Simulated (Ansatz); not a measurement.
# MnS (R-3m) in Ansatz: reference runs

Reference runs on MnS: the cell as given and a disturbed copy.

Program: Ansatz 0.2.0. These are calculated values, not measurements. Logs are shortened: lines on timing, memory, paths and dates and some standing lists are left out, and cuts for length are marked.

**1. Starting point**

The structure is trigonal, space group R-3m (No. 166). Conventional cell: a = 3.660 Å, b = 3.660 Å, c = 8.913 Å, α = 90.00°, β = 90.00°, γ = 120.00°. Around Mn (site symmetry -3m) lie 6 S at 2.58 Å. Around S (site symmetry -3m) lie 6 Mn at 2.58 Å.

The cell is a database's computed one.

**2. Single point, PBE, collinear spin, ferromagnetic start**

Contents of input.yaml:

```yaml
crystal:
  lattice:
    - [1.8299960138, 1.0565486912, 2.9709202777]
    - [-1.8299960138, 1.0565486912, 2.9709202777]
    - [0.0, -2.1130973823, 2.9709202777]
  atoms:
    - { symbol: Mn, position: [0.0, 0.0, 0.0], spin: 4.0 }
    - { symbol: S, position: [0.5, 0.5, 0.5] }
hamiltonian:
  xc: pbe
  pseudopotentials: { kind: paw }
magnetization:
  spin_polarized: true
kpoints:
  mp_grid: { grid: [9, 9, 9] }
scf:
  occupations: { method: fermi_dirac, width: 0.05 }
output:
  forces: true
  stress: true
  eigenvalues: true
```

Potentials or basis: Ansatz PAW.

Command:

```
ansatz run input.yaml --threads 2 --pin off --max-ram 5120MiB --backend cpu --events-out ev --progress --plain --runs-dir out
```

What it wrote:

```text
Warning: RAYON_NUM_THREADS=2 ignored (pool sized by the plan → 2); use --threads N
Engine: ansatz 0.2.0, aarch64-unknown-linux-gnu
Pseudopotentials: kind: paw
Pseudopotential: Mn, paw, valence charge 15, recommended cutoff 420 eV (normal), Mn.paw.azcp
Pseudopotential: S, paw, valence charge 6, recommended cutoff 420 eV (normal), S.paw.azcp
Functional definition: PBE
  parameter kappa = 0.804
  parameter beta = 0.06672455060314922
  exchange = pbe_x(kappa = kappa, mu = beta*pi^2/3)
  correlation = pbe_c(beta = beta)
Crystal: 2 atoms, lattice volume = 34.465 Å³
Basis set: ecut = 420 eV, 645 PW (Γ), exchange–correlation on 50×50×50 points (8 copies of the dense FFT grid, shifted against one another)
Bands: 17, of which v1, the nominal top of the filled ones, is band 11 counted from 1 (10 counted from 0)
Symmetry: 12 space group operations
Space group: R-3m (ITA 166), of the structure as read, at distance tolerance 3.3e-5 Å
Magnetic group: BNS 166.97 (UNI 1327), of the structure as read, at distance tolerance 3.3e-5 Å
k-points: 85 of 729
Non-local potential: Mn, projectors of the file, l = 0: 3, l = 1: 2, l = 2: 3, l = 3: 1
Non-local potential: S, projectors of the file, l = 0: 2, l = 1: 2, l = 2: 2
PAW form: soft (Blöchl's): semilocal exchange-correlation on the pseudo side does not see the compensation charge
PAW one-centre angular grid: Mn, 590 points (default); XC on 64 Gauss nodes
PAW one-centre angular grid: S, 110 points (default); XC on 64 Gauss nodes
Initial density: superposition of atomic densities (chi_scale 0.1, normalization cell, long waves kept (reshape's long-wave potential 0.00 eV rms))
Starting moments: Σ|m| = 4 μB on 1 of 2 sites
Initial wavefunctions: pseudopotential atomic-orbital guess
Functional: x = pbe(κ = 0.804, μ = 0.2195149727645171), c = pbe(β = 0.06672455060314922)
SCF iter   1: F=—  HF=-4801.668546 eV  |F-HF|=—  |Δ(HF+E_count)|=         —  Δρ=8.37e-2 (↑8.37e-2 ↓1.49e-2)  dr2=1.96e0  dr2_m=6.12e-1  M=4.566 μB ∫|m|=4.566 μB  β_m=0.30  ethr=3.10e-3  ⟨swp⟩=4.2  Hψ=13468  notcnv=0
Mixer restart at iter 1: flushing history
preconditioner: auto → Kerker (q_TF=auto, 2.512 Å⁻¹)  [metal: Δε(μ)=0.042 eV  Ē_g=9.519 eV  σ=0.050 eV  W_gap=0.20  n_scr=14 (ndim 8)  ℏωp=22.8 eV  f_vac=0.000  D(μ)=1.11/eV (n_scr^D=8)]
spin=Collinear: Kerker preconditioning applied to the charge; magnetization (m = ρ↑ − ρ↓) channel mixes plain (no charge-response kernel on spin).
SCF iter   2: F=—  HF=-4801.728513 eV  |F-HF|=—  |Δ(HF+E_count)|=   6.00e-2  Δρ=4.53e-2 (↑4.53e-2 ↓1.36e-2)  dr2=5.30e-1  dr2_m=2.31e-1  M=4.594 μB ∫|m|=4.594 μB  β_m=0.46  ethr=3.10e-3  ⟨swp⟩=2.5  Hψ=6168  notcnv=0  defer=89
SCF iter   3: F=—  HF=-4801.837375 eV  |F-HF|=—  |Δ(HF+E_count)|=   1.09e-1  Δρ=1.08e-2 (↑1.08e-2 ↓6.24e-3)  dr2=5.55e-2  dr2_m=1.36e-2  M=4.624 μB ∫|m|=4.624 μB  β_m=0.60  ethr=2.52e-3  ⟨swp⟩=2.5  Hψ=4998  notcnv=0  defer=94
SCF iter   4: F=—  HF=-4801.837344 eV  |F-HF|=—  |Δ(HF+E_count)|=         —  Δρ=3.12e-3 (↑3.12e-3 ↓2.05e-3)  dr2=5.52e-3  dr2_m=3.22e-4  M=4.645 μB ∫|m|=4.645 μB  β_m=0.60  ethr=2.64e-4  ⟨swp⟩=2.3  Hψ=5359  notcnv=0  defer=97
Mixer restart at iter 4: flushing history
SCF iter   5: F=—  HF=-4801.839108 eV  |F-HF|=—  |Δ(HF+E_count)|=   1.76e-3  Δρ=1.44e-3 (↑1.44e-3 ↓1.30e-3)  dr2=2.24e-3  dr2_m=1.84e-5  M=4.650 μB ∫|m|=4.650 μB  β_m=0.80  ethr=2.63e-5  ⟨swp⟩=2.3  Hψ=4285  notcnv=0  defer=110
SCF iter   6: F=—  HF=-4801.840423 eV  |F-HF|=—  |Δ(HF+E_count)|=   1.32e-3  Δρ=6.33e-4 (↑5.86e-4 ↓6.33e-4)  dr2=4.73e-4  dr2_m=2.18e-6  M=4.656 μB ∫|m|=4.656 μB  β_m=0.83  ethr=1.07e-5  ⟨swp⟩=2.5  Hψ=4460  notcnv=0  defer=119
SCF iter   7: F=—  HF=-4801.840451 eV  |F-HF|=—  |Δ(HF+E_count)|=   2.74e-5  Δρ=6.52e-4 (↑6.52e-4 ↓1.98e-4)  dr2=1.05e-4  dr2_m=2.35e-5  M=4.658 μB ∫|m|=4.658 μB  β_m=0.81  ethr=2.25e-6  ⟨swp⟩=2.0  Hψ=5021  notcnv=0  defer=119
SCF iter   8: F=—  HF=-4801.840456 eV  |F-HF|=—  |Δ(HF+E_count)|=   4.96e-6  Δρ=1.87e-4 (↑1.87e-4 ↓1.43e-4)  dr2=2.58e-5  dr2_m=3.08e-7  M=4.657 μB ∫|m|=4.657 μB  β_m=0.90  ethr=5.02e-7  ⟨swp⟩=2.2  Hψ=4139  notcnv=0  defer=119
SCF iter   9: F=—  HF=-4801.840468 eV  |F-HF|=—  |Δ(HF+E_count)|=   1.22e-5  Δρ=3.47e-5 (↑2.31e-5 ↓3.47e-5)  dr2=1.05e-6  dr2_m=2.88e-8  M=4.656 μB ∫|m|=4.656 μB  β_m=0.95  ethr=1.23e-7  ⟨swp⟩=2.1  Hψ=4177  notcnv=0  defer=119
SCF iter  10: F=—  HF=-4801.840469 eV  |F-HF|=—  |Δ(HF+E_count)|=   9.19e-7  Δρ=1.12e-5 (↑1.12e-5 ↓4.81e-6)  dr2=6.65e-8  dr2_m=6.02e-9  M=4.656 μB ∫|m|=4.656 μB  β_m=0.98  ethr=5.01e-9  ⟨swp⟩=2.0  Hψ=3785  notcnv=0  defer=119
SCF iter  11: F=-4801.840469 eV  HF=-4801.840469 eV  |F-HF|=1.10e-8  |Δ(HF+E_count)|=   2.02e-8  Δρ=4.25e-6 (↑1.69e-6 ↓4.25e-6)  dr2=1.35e-8  dr2_m=9.09e-10  M=4.656 μB ∫|m|=4.656 μB  ethr=3.17e-10  ⟨swp⟩=3.9  Hψ=10863  notcnv=0
SCF 1 converged in 11 iterations: F = -4801.840469 eV  dr2 = 1.35e-8
SCF converged after 11 iterations
Magnetization: 4.6557 μB (12.8278 up, 8.1722 down)
Absolute magnetization: 4.6557 μB (∫|ρ↑−ρ↓|, with the PAW one-centre terms)
Spin contamination: 0.0333 ħ² per cell (⟨S²⟩ above its minimum at these occupations)
Per-site moments (μB) at R_I (Å): [(4.156653712305267, 1.065478187281277), (0.14391875275511132, 1.065478187281277)]
Free energy (F): -4801.840469 eV
Harris-Foulkes:  -4801.840469 eV  (|F-HF|=1.10e-8)
Internal energy: -4801.833141 eV  (E = F + TS)
E sigma→0 (E₀):  -4801.836805 eV
Entropy (-TS):   -0.007328 eV (-3.664 meV/atom)
Fermi energy:    10.710204 eV
--- Per-component energies (eV) ---
  E_band       = -290.379933
  E_kinetic    = 406.551433
  E_local      = -2430.715164  (includes V_loc(G=0)·N_el)
  E_nonlocal   = 280.623195
  E_hartree    = 998.429673
  E_xc         = -208.259187
  E_vxc        = -229.562306  (∫ρ·V_xc dr)
  E_paw        = -1907.291827  (= ΣΔE_a)
  E_vpaw       = -314.141705  (= ΣTr[D̂ρ^β])
  E_aug_tail   = -0.000007  (compensation charges beyond the density's cutoff)
  E_ewald      = -1941.171257
  E_smearing   = -0.007328  (= −TS)
  E_closure    = 0.000000  (closes the sum)
  Σ components = -4801.840469   (vs F -4801.840469, Δ=0.00e0)
--- Forces (eV/Å), atoms counted from 1 ---
  atom   1  Mn     0.00000000     0.00000000    -0.00000000
  atom   2  S      0.00000000     0.00000000    -0.00000000
  max |Σ_I F_I| component: 1.05e-29 eV/Å
--- Stress (GPa, compression-positive) ---
       -1.730755       0.000000      -0.000000
        0.000000      -1.730755       0.000000
       -0.000000       0.000000      -1.274961
  P = ⅓ Tr σ = -1.5788 GPa (-15.788 kbar)
--- Band table (eV; the first three rows and the last of 170) ---
  k-point 0 ↑: bands = ["-71.1763", "-39.9259", "-39.9258", "-39.9258", "-4.0716", "7.3167", "7.3167", "7.3313", "7.4240", "7.4240", "8.7629", "8.7629", "8.8119", "12.5743", "19.2171", "19.2171", "19.2973"]
  k-point 1 ↑: bands = ["-71.1762", "-39.9269", "-39.9260", "-39.9260", "-3.9428", "6.9731", "7.0231", "7.0390", "7.3947", "7.4019", "8.3099", "9.2105", "9.2418", "13.3446", "18.2972", "19.1409", "19.2103"]
  k-point 2 ↑: bands = ["-71.1761", "-39.9297", "-39.9264", "-39.9264", "-3.5848", "5.7641", "6.4461", "6.4681", "7.5441", "7.5525", "8.0823", "9.9747", "9.9922", "14.3117", "17.6112", "18.1707", "18.2202"]
  k-point 84 ↓: bands = ["-66.5988", "-35.4463", "-35.4364", "-35.4356", "-2.3962", "4.3231", "6.9553", "7.1939", "11.8760", "11.9544", "12.1049", "13.2439", "13.7471", "14.8099", "16.8428", "17.3700", "20.4158"]
```

Run time: 2.9 s. Hardware: 2 threads of Arm Neoverse V2, shared host; peak memory 0.37 GiB.

What came out:

```
Free energy            : -4801.8405 eV
Pressure               : -1.6 GPa
Band gap on the k mesh : none (metal or under the smearing width)
Net moment             : 4.66 μB per cell
Absolute moment        : 4.66 μB per cell
Site moments           : Mn +4.16; S +0.14 μB
```

Levels at points of the mesh, in eV from the Fermi level:
Spin up:
```tsv
k point	band 11	band 12	band 13	band 14	band 15	band 16
(0.00, 0.00, 0.00)	-1.95	-1.95	-1.90	1.86	8.51	8.51
```
Spin down:
```
           k point  band 5  band 6  band 7  band 8  band 9  band 10  band 11  band 12
(0.00, 0.00, 0.00)  -14.49   -1.73   -1.73   -1.69    0.23     0.23     0.26     0.30
```

Caveat: a cell with one magnetic atom can't hold antiferromagnetic order, which such compounds often take; semilocal functionals often make such compounds metallic where correlation or magnetic order opens a gap, which also shifts bond lengths.

**3. Single point, PBE, collinear spin, ferromagnetic start (atoms moved at random, drawn with an rms of 0.05 Å)**

input.yaml: that of step 2 with these lines changed.

```diff
@@ -6,4 +6,4 @@
   atoms:
-    - { symbol: Mn, position: [0.0, 0.0, 0.0], spin: 4.0 }
-    - { symbol: S, position: [0.5, 0.5, 0.5] }
+    - { symbol: Mn, position: [0.000443, 0.009201, 0.006308], spin: 4.0 }
+    - { symbol: S, position: [0.506318, 0.488259, 0.49306] }
 hamiltonian:
```

Potentials or basis: Ansatz PAW.

Command:

```
ansatz run input.yaml --threads 2 --pin off --max-ram 5120MiB --backend cpu --events-out ev --progress --plain --runs-dir out
```

It took 19 s on 2 threads of Arm Neoverse V2, shared host; peak memory 0.68 GiB.

Results (log left out):

```yaml
Free_energy: -4801.8263 eV
Pressure: -1.2 GPa
Largest_force: 0.293 eV/Å
Band_gap_on_the_k_mesh: none (metal or under the smearing width)
Net_moment: 4.66 μB per cell
Absolute_moment: 4.66 μB per cell
Site_moments: Mn +4.10; S +0.14 μB
```

Forces in eV/Å, atoms in the order of the input:
```
Mn   0.151  0.040 -0.249
S   -0.151 -0.040  0.249
```

Stress tensor (GPa, compression positive):
```
-1.25  0.27 -0.34
 0.27 -1.44 -0.14
-0.34 -0.14 -0.96
```

Levels at points of the mesh, in eV from the Fermi level:
Spin up:
| k point | band 10 | band 11 | band 12 | band 13 | band 14 | band 15 | band 16 | band 17 |
| --- | --- | --- | --- | --- | --- | --- | --- | --- |
| (0.00, 0.00, 0.00) | -3.29 | -1.88 | -1.86 | -1.80 | 1.86 | 8.48 | 8.50 | 8.53 |
Spin down:
```csv
k point,band 5,band 6,band 7,band 8,band 9,band 10,band 11,band 12
"(0.00, 0.00, 0.00)",-14.49,-1.82,-1.78,-1.73,0.24,0.26,0.32,0.34
```

Caveat: a cell with one magnetic atom can't hold antiferromagnetic order, which such compounds often take; semilocal functionals often make such compounds metallic where correlation or magnetic order opens a gap, which also shifts bond lengths.
